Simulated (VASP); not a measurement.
All values below come from PBE GGA, VASP's PBE PAW potentials (set 64) (plane waves; VASP 6.6.1).

Input for VASP

**INCAR**
```
ALGO  =  Normal
EDIFF  =  1E-6
ENCUT  =  400
GGA  =  PE
ISIF  =  2
ISMEAR  =  -1
LASPH  =  .True.
LCHARG  =  .False.
LREAL  =  .False.
LWAVE  =  .False.
NELM  =  100
PREC  =  Accurate
SIGMA  =  0.01
SYSTEM  =  CaF2
```

**POSCAR**
```
CaF2
5.5304340
  0.0000000000   0.5000000000   0.5000000000
  0.5000000000   0.0000000000   0.5000000000
  0.5000000000   0.5000000000   0.0000000000
Ca F
1 2
direct
  0.0000000000   0.0000000000   0.0000000000
  0.2500000000   0.2500000000   0.2500000000
  0.7500000000   0.7500000000   0.7500000000
```

File KPOINTS:
```
Automatic mesh
0
Gamma
8 8 8
0 0 0
```

POTCAR, in this order: Ca_sv F (PBE.64 set). Program: vasp_std.

The resulting files:

OSZICAR:
```
       N       E                     dE             d eps       ncg     rms          rms(c)
DAV:   1     0.197338696483E+03    0.19734E+03   -0.12180E+04   928   0.125E+03
DAV:   2    -0.108124453833E+02   -0.20815E+03   -0.20468E+03  1184   0.359E+02
DAV:   3    -0.183634871321E+02   -0.75510E+01   -0.75445E+01  1136   0.785E+01
DAV:   4    -0.186228140054E+02   -0.25933E+00   -0.25928E+00  1528   0.109E+01
DAV:   5    -0.186243648294E+02   -0.15508E-02   -0.15508E-02  1096   0.864E-01    0.774E+00
DAV:   6    -0.173643205071E+02    0.12600E+01   -0.65984E+00   984   0.176E+01    0.320E+00
DAV:   7    -0.173649853371E+02   -0.66483E-03   -0.17758E-01  1256   0.363E+00    0.171E+00
DAV:   8    -0.173801184730E+02   -0.15133E-01   -0.33051E-02  1200   0.219E+00    0.183E-01
DAV:   9    -0.173846142489E+02   -0.44958E-02   -0.80094E-03  1232   0.680E-01    0.139E-01
DAV:  10    -0.173855709376E+02   -0.95669E-03   -0.14388E-03  1144   0.284E-01    0.267E-02
DAV:  11    -0.173855785132E+02   -0.75756E-05   -0.90668E-05  1224   0.823E-02    0.121E-02
DAV:  12    -0.173855847371E+02   -0.62239E-05   -0.16353E-05  1152   0.374E-02    0.337E-03
DAV:  13    -0.173855849605E+02   -0.22340E-06   -0.42446E-06  1304   0.159E-02
   1 F= -.17385585E+02 E0= -.17385585E+02  d E =-.185623E-11
```

File OUTCAR:
```
------------------------ aborting loop because EDIFF is reached ----------------------------------------
  FORCE on cell =-STRESS in cart. coord.  units (eV):
  Direction    XX          YY          ZZ          XY          YZ          ZX
  --------------------------------------------------------------------------------------
  Total       -2.3344359     -2.3344359     -2.3344359     -0.0000000      0.0000000      0.0000000
  in kB      -88.4453266    -88.4453266    -88.4453266     -0.0000000      0.0000000      0.0000000
  external PRESSURE =     -88.4453266 kB  Pullay stress =       0.0000000 kB
  volume of cell :       42.29
      direct lattice vectors                 reciprocal lattice vectors
     0.000000000  2.765217000  2.765217000    -0.180817636  0.180817636  0.180817636
     2.765217000  0.000000000  2.765217000     0.180817636 -0.180817636  0.180817636
     2.765217000  2.765217000  0.000000000     0.180817636  0.180817636 -0.180817636
 POSITION                                       TOTAL-FORCE (eV/Angst)
 -----------------------------------------------------------------------------------
      0.00000      0.00000      0.00000         0.000000      0.000000      0.000000
      1.38261      1.38261      1.38261        -0.000000     -0.000000     -0.000000
      4.14783      4.14783      4.14783         0.000000      0.000000      0.000000
 -----------------------------------------------------------------------------------
    total drift:                                0.000000      0.000000      0.000000
  FREE ENERGIE OF THE ION-ELECTRON SYSTEM (eV)
  ---------------------------------------------------
  free  energy   TOTEN  =       -17.3855849605 eV

  energy  without entropy=      -17.3855849605  energy(sigma->0) =      -17.38558496
```
(Selected blocks of OUTCAR.)

File OUTCAR:
```
 val. band max:       -1.1902006314   @ k =   0.5000   0.5000   0.0000

 cond. band min:       5.8973241992   @ k =   0.0000   0.0000   0.0000


 Fermi energy:        -0.9787756584

 k-point     1 :       0.0000    0.0000    0.0000
  band No.  band energies     occupation
      1     -37.3751      2.00000
      2     -21.0228      2.00000
      3     -20.2966      2.00000
      4     -18.3126      2.00000
      5     -18.3126      2.00000
      6     -18.3126      2.00000
      7      -3.1765      2.00000
      8      -3.1765      2.00000
      9      -3.1765      2.00000
     10      -1.4412      2.00000
     11      -1.4412      2.00000
     12      -1.4412      2.00000
     13       5.8973      0.00000
     14       7.8545      0.00000
     15       7.8545      0.00000
     16       9.7831      0.00000

 k-point     2 :       0.1250    0.0000    0.0000
  band No.  band energies     occupation
      1     -37.3712      2.00000
      2     -21.0590      2.00000
      3     -20.3424      2.00000
      4     -18.3178      2.00000
      5     -18.3178      2.00000
      6     -18.2483      2.00000
      7      -3.1155      2.00000
      8      -3.1155      2.00000
      9      -3.0691      2.00000
     10      -1.6146      2.00000
     11      -1.5079      2.00000
     12      -1.5079      2.00000
     13       6.2888      0.00000
     14       7.8834      0.00000
     15       7.8834      0.00000
     16       9.6305      0.00000

 k-point     3 :       0.2500    0.0000    0.0000
  band No.  band energies     occupation
      1     -37.3616      2.00000
      2     -21.1225      2.00000
      3     -20.4586      2.00000
      4     -18.3303      2.00000
      5     -18.3303      2.00000
      6     -18.0877      2.00000
      7      -2.9441      2.00000
      8      -2.9441      2.00000
      9      -2.7893      2.00000
     10      -1.9822      2.00000
     11      -1.6838      2.00000
     12      -1.6838      2.00000
     13       7.1878      0.00000
...
```

At this cut-off the stress carries a Pulay error, which pulls relaxed volumes low.

The structure is a typed CaF2 crystal (Fm-3m). The cell was not relaxed at this level.
